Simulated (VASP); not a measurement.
# NaI (Fm-3m) in VASP: notebook, part 3 of 3

VASP 6.6.1.

**6. EvGW0 quasiparticle levels, PBE**

Contents of POSCAR:

```
NaI
1.0
    0.0000000000      3.2364000000      3.2364000000
    3.2364000000      0.0000000000      3.2364000000
    3.2364000000      3.2364000000      0.0000000000
I Na
1 1
Direct
    0.5000000000      0.5000000000      0.5000000000
    0.0000000000      0.0000000000      0.0000000000
```

Contents of INCAR.step1:

```
PREC = Accurate
ENCUT = 450
EDIFF = 1E-8
ISMEAR = 0
SIGMA = 0.01
LREAL = F
LASPH = T
NELM = 100
ALGO = Normal
LWAVE = T
LCHARG = F
GGA = PE
```

Contents of INCAR.step2:

```
PREC = Accurate
ENCUT = 450
EDIFF = 1E-8
ISMEAR = 0
SIGMA = 0.01
LREAL = F
LASPH = T
NELM = 1
ALGO = Exact
LWAVE = T
LCHARG = F
GGA = PE
NBANDS = 443
LOPTICS = T
ISTART = 1
```

Contents of INCAR.step3:

```
PREC = Accurate
ENCUT = 450
EDIFF = 1E-8
ISMEAR = 0
SIGMA = 0.01
LREAL = F
LASPH = T
ALGO = EVGW0
LWAVE = F
LCHARG = F
GGA = PE
NELMGW = 4
NBANDS = 443
ENCUTGW = 200
NOMEGA = 48
PRECFOCK = Fast
ISTART = 1
NBANDSGW = 16
```

Contents of KPOINTS:

```
regular mesh
0
Gamma
  4 4 4
```

Potentials or basis: VASP PAW PBE potentials, release 64 (I_GW, Na_sv_GW).

The run is started by

```
> cat potpaw_PBE.64/I_GW/POTCAR potpaw_PBE.64/Na_sv_GW/POTCAR > POTCAR
> cp INCAR.step1 INCAR
> mpirun -np 1 vasp_std > vasp.out
> cp INCAR.step2 INCAR
> mpirun -np 1 vasp_std > vasp.out
> cp INCAR.step3 INCAR
> mpirun -np 1 vasp_std > vasp.out
```

OUTCAR:

```text
PREC = Accurate
   ENCUT = 450
   EDIFF = 1E-8
   ISMEAR = 0
   LREAL = F
   LASPH = T
   GGA = PE
   NELMGW = 4
   ENCUTGW = 200
   PRECFOCK = Fast
   ISTART = 1

 ion  position               nearest neighbor table
   1  0.500  0.500  0.500-
   2  0.000  0.000  0.000-

  LATTYP: Found a face centered cubic cell.
 ALAT       =     6.4728000000

  Lattice vectors:

 A1 = (   0.0000000000,   3.2364000000,   3.2364000000)
 A2 = (   3.2364000000,   0.0000000000,   3.2364000000)
 A3 = (   3.2364000000,   3.2364000000,   0.0000000000)

Analysis of symmetry for initial positions (statically):
=====================================================================
 Subroutine PRICEL returns:
 Original cell was already a primitive cell.

 Routine SETGRP: Setting up the symmetry group for a
 face centered cubic supercell.

 Subroutine GETGRP returns: Found 48 space group operations
 (whereof 48 operations were pure point group operations)
 out of a pool of 48 trial point group operations.

The static configuration has the point symmetry O_h .

Analysis of symmetry for dynamics (positions and initial velocities):
=====================================================================
 Subroutine PRICEL returns:
 Original cell was already a primitive cell.

 Routine SETGRP: Setting up the symmetry group for a
 face centered cubic supercell.

 Subroutine GETGRP returns: Found 48 space group operations
 (whereof 48 operations were pure point group operations)
 out of a pool of 48 trial point group operations.

The dynamic configuration has the point symmetry O_h .
[... 75 lines left out ...]
   ICHARG =      0    charge: 1-file 2-atom 10-const
   ISPIN  =      1    spin polarized calculation?
   LNONCOLLINEAR =      F non collinear calculations
   LSORBIT =      F    spin-orbit coupling
   LASPH  =      T    aspherical Exc in radial PAW
   ENCUT  =  450.0 eV  33.07 Ry    5.75 a.u.   7.92  7.92  7.92*2*pi/ulx,y,z
   NELM   =     60;   NELMIN=  2; NELMDL=  0     # of ELM steps
   EDIFF  = 0.1E-07   stopping-criterion for ELM
   LREAL  =      F    real-space projection
   EDIFFG = 0.1E-06   stopping-criterion for IOM
   NSW    =      0    number of steps for IOM
   IBRION =     -1    ionic relax: 0-MD 1-quasi-New 2-CG
   NFREE  =      0    steps in history (QN), initial steepest desc. (CG)
   ISIF   =      0    stress and relaxation
   ISYM   =      3    0-nonsym 1-usesym 2-fastsym
   POTIM  = 0.5000    time-step for ionic-motion
   TEBEG  =    0.0;   TEEND  =   0.0 temperature during run
   PSTRESS=    0.0 pullay stress
   NELECT =      16.0000    total number of electrons
   NUPDOWN=      -1.0000    fix difference up-down
   EMIN   =  10.00;   EMAX   =-10.00  energy-range for DOS
   EFERMI =   0.00;   METHOD = LEGACY
   ISMEAR =     0;   SIGMA  =   0.01  broadening in eV -4-tet -1-fermi 0-gaus
   EFERMI_NEDOS =   21; number of points for ismear=-14 and -15
   IALGO  =     38    algorithm
   IMIX   =      4    mixing-type and parameters
     AMIX     =   0.40;   BMIX     =  1.00
     AMIX_MAG =   1.60;   BMIX_MAG =  1.00
  volume/ion in A,a.u.               =      33.90       228.76
  Fermi-wavevector in a.u.,A,eV,Ry     =   1.011679  1.911796 13.925480  1.023494
  Thomas-Fermi vector in A             =   2.144743
   LORBIT       =      0    0 simple, 1 ext, 2 COOP (PROOUT), +10 PAW based schemes
   GGA     = PE    functional components
   LHFCALC =     T    Hartree Fock is set to
   PRECFOCK=fast      Normal, Fast or Accurate (Low or Medium for compatibility)
   ENCUT4O =  -1.0   cutoff for four orbital integrals eV
   NKREDX  =     1    reduce k-point grid by
   NKREDY  =     1    reduce k-point grid by
   NKREDZ  =     1    reduce k-point grid by
   AEXX    =    1.0000 exact exchange contribution
   HFSCREEN=    0.0000 screening length (either q_TF or 0.3 A-1)
   HFSCREENC=   0.0000 screening length for correlation (either q_TF or 0.3 A-1)
   ENCUTFOCK=  -1.0 apply spherical cutoff to Coloumb kernel
   IVDW    =     0    specifies the selected vdW correction
   LEPSILON=     F    determine dielectric tensor
   LRPA    =     F    only Hartree local field effects (RPA)
   LRPAFORCE           =     F    calculate RPA forces
   ENCUTGW             = 200.0    cutoff for response function in eV
   ENCUTGWSOFT         = 160.0    soft cutoff for Coulomb kernel in GW response function in eV
   ENCUTLF             =  -1.0    cutoff for local field effects
   NELMGW              =     4    number of iterations in solving QP/BSE equation
   NELMHF              =     1    number of iterations in the inner HF iteration
   NKREDLFX            =     1    NKREDLFY  =   1   NKREDLFZ  =   1
 non-spin polarized calculation
 Gauss-broadening in eV      SIGMA  =   0.01
  energy-cutoff  :      450.00
  volume of cell :       67.80
 maximum number of plane-waves:      1480
  NGX = 18; NGY = 18; NGZ = 18
   NGX = 15   NGY = 15   NGZ = 15
 maximum number of plane-waves:       444

 QP shifts <psi_nk| G(iteration)W_0 |psi_nk>: iteration 1
 for sc-GW calculations column KS-energies equals QP-energies in previous step
 and V_xc(KS)=  KS-energies - (<T + V_ion + V_H > + <T+V_H+V_ion>^1  + <V_x>^1)

 k-point   1 :       0.0000    0.0000    0.0000
  band No.  KS-energies  QP-energies   sigma(KS)   V_xc(KS)     V^pw_x(r,r')   Z            occupation Imag(sigma)

      1     -49.7157     -57.7185     -40.1488     -29.2814     -49.1420       0.7364       2.0000       0.6261
      2     -21.6581     -26.8430     -34.9894     -28.3147     -41.3495       0.7768       2.0000       0.3504
      3     -21.6581     -26.8430     -34.9894     -28.3147     -41.3495       0.7768       2.0000       0.3504
      4     -21.6581     -26.8430     -34.9894     -28.3147     -41.3495       0.7768       2.0000       0.3504
      5     -10.2339     -11.8282     -14.1282     -11.9529     -18.9285       0.7329       2.0000       1.6098
      6       0.7818      -0.8611     -13.3728     -11.2919     -14.3086       0.7895       2.0000       0.1966
[... 621 lines left out ...]
      2     -28.2152     -28.2790     -34.9411       6.6437     -41.3363       0.7775       2.0000       0.3515
      3     -28.2152     -28.2790     -34.9411       6.6437     -41.3363       0.7775       2.0000       0.3515
      4     -28.2152     -28.2790     -34.9411       6.6437     -41.3363       0.7775       2.0000       0.3515
      5     -11.8396     -11.8567     -14.3723       2.5100     -19.0719       0.7533       2.0000       1.5004
      6      -2.7401      -2.7500     -12.2295       9.4768     -13.6750       0.7836       2.0000       0.2705
[... 8 lines left out ...]
     15      14.5210      14.5217      -7.3473      21.8692      -2.9661       0.7995       0.0000      -0.5457
     16      15.2952      15.2957      -8.0849      23.3808      -3.5768       0.7943       0.0000      -0.5763
```

OUTCAR.step1:

```text
PREC = Accurate
   ENCUT = 450
   EDIFF = 1E-8
   ISMEAR = 0
   LREAL = F
   LASPH = T
[... 321 lines left out ...]
 -----------------------------------------------------------------------------------
      3.23640      3.23640      3.23640         0.000000     -0.000000      0.000000
      0.00000      0.00000      0.00000        -0.000000      0.000000     -0.000000
 -----------------------------------------------------------------------------------
    total drift:                                0.000000     -0.000000     -0.000000

  FREE ENERGIE OF THE ION-ELECTRON SYSTEM (eV)
  ---------------------------------------------------
  free  energy   TOTEN  =        -7.4613134687 eV

  energy  without entropy=       -7.4613134687  energy(sigma->0) =       -7.46131347
```

OUTCAR.step2:

```text
PREC = Accurate
   ENCUT = 450
   EDIFF = 1E-8
   ISMEAR = 0
   LREAL = F
[... 721 lines left out ...]
     0.00000     3.93141     3.93141     3.93141    -0.00000    -0.00000     0.00000
     2.94331     4.95550     4.95550     4.95550    -0.00000    -0.00000     0.00000
     5.88661     2.52565     2.52565     2.52565    -0.00000    -0.00000    -0.00000
     8.82992    -1.70175    -1.70175    -1.70175     0.00000     0.00000     0.00000
    11.77322    -0.37131    -0.37131    -0.37131     0.00000     0.00000    -0.00000
    14.71653     0.07400     0.07400     0.07400     0.00000    -0.00000     0.00000
[... 92 lines left out ...]
   288.44393     0.99580     0.99580     0.99580     0.00000     0.00000    -0.00000
   291.38724     0.99589     0.99589     0.99589     0.00000     0.00000    -0.00000
```

Run time: 53 min. Hardware: 1 thread of AMD EPYC 9R14 (Zen 4), shared host; peak memory 1.1 GiB.

Results:

| Property | Result |
| --- | --- |
| Band gap on the k mesh, mean-field level | 3.63 eV, direct |
| Quasiparticle gap | 6.24 eV |
| Least direct quasiparticle gap | 6.24 eV |

Quasiparticle gap after each update of the energies (eV): 5.85, 6.18, 6.23, 6.24

Caveat: the k mesh is coarse (spacing up to 0.42 Å⁻¹), so the values aren't converged; the cutoff is under 1.25 times the usual one of these potentials, so pressure, stress and relaxed cells hold a basis-set (Pulay) error; bands, screening cutoff and mesh are small and nothing is extrapolated, so the quasiparticle values aren't converged; spin-orbit coupling is left out, which moves the levels of the heavy elements.

**7. The reference run**

An earlier run on the cell as given: functional PBE; potentials or basis VASP PAW PBE potentials, release 64 (I, Na_pv); cutoff 520 eV; k mesh 7 × 7 × 7; occupations fermi-dirac, width 0.05 eV; no spin polarisation.

- Pressure: 0.4 GPa
- Band gap on the k mesh: 3.64 eV, direct

**8. Summary**

| task | level | potentials or basis | spin | k mesh | cutoff (eV) | smearing | grid for exact exchange (PRECFOCK) | exchange at q = 0 | cutoff of the response function | frequency points | empty bands | mesh quality | gap on the mesh (eV) | pressure (GPa) |
| --- | --- | --- | --- | --- | --- | --- | --- | --- | --- | --- | --- | --- | --- | --- |
| band structure | SCAN | VASP PAW PBE potentials, release 64 (I, Na_pv) | off | 7 × 7 × 7 | 520 | fermi-dirac 0.05 eV | - | - | - | - | - | not flagged | 4.38 | -0.4 |
| band structure | SCAN | VASP PAW PBE potentials, release 64 (I, Na_pv) | SOC, no magnetisation | 5 × 5 × 5 | 520 | fermi-dirac 0.05 eV | - | - | - | - | - | not flagged | - | -0.4 |
| band structure | rSCAN | VASP PAW PBE potentials, release 64 (I, Na_pv) | off | 7 × 7 × 7 | 520 | fermi-dirac 0.05 eV | - | - | - | - | - | not flagged | 4.34 | -0.2 |
| band structure | PBE0 | VASP PAW PBE potentials, release 64 (I, Na_pv) | off | 4 × 4 × 4 | 520 | fermi-dirac 0.05 eV | Normal | default | - | - | - | coarse | 5.36 | 0.1 |
| evGW0 quasiparticle levels | PBE | VASP PAW PBE potentials, release 64 (I_GW, Na_sv_GW) | off | 4 × 4 × 4 | 450 | gaussian 0.01 eV | - | - | 200 | 48 | 435 | coarse | - | - |
| single point | PBE | VASP PAW PBE potentials, release 64 (I, Na_pv) | off | 7 × 7 × 7 | 520 | fermi-dirac 0.05 eV | - | - | - | - | - | not flagged | 3.64 | 0.4 |

Alike in all rows: cell as given.

Caveats: some runs use coarse meshes; spin-orbit coupling is left out, which moves the levels of the heavy elements (some runs); the PAW data sets were made with another functional, which shifts forces and pressure a little (some runs); an unscreened hybrid on a path of extra k points without a Coulomb cutoff has errors near the mesh points, so the bands along the path aren't reliable (some runs); the cutoff is under 1.25 times the usual one of these potentials, so pressure, stress and relaxed cells hold a basis-set (Pulay) error (some runs); bands, screening cutoff and mesh are small and nothing is extrapolated, so the quasiparticle values aren't converged (some runs).

Absolute energies hang on the potentials; compare differences alone.
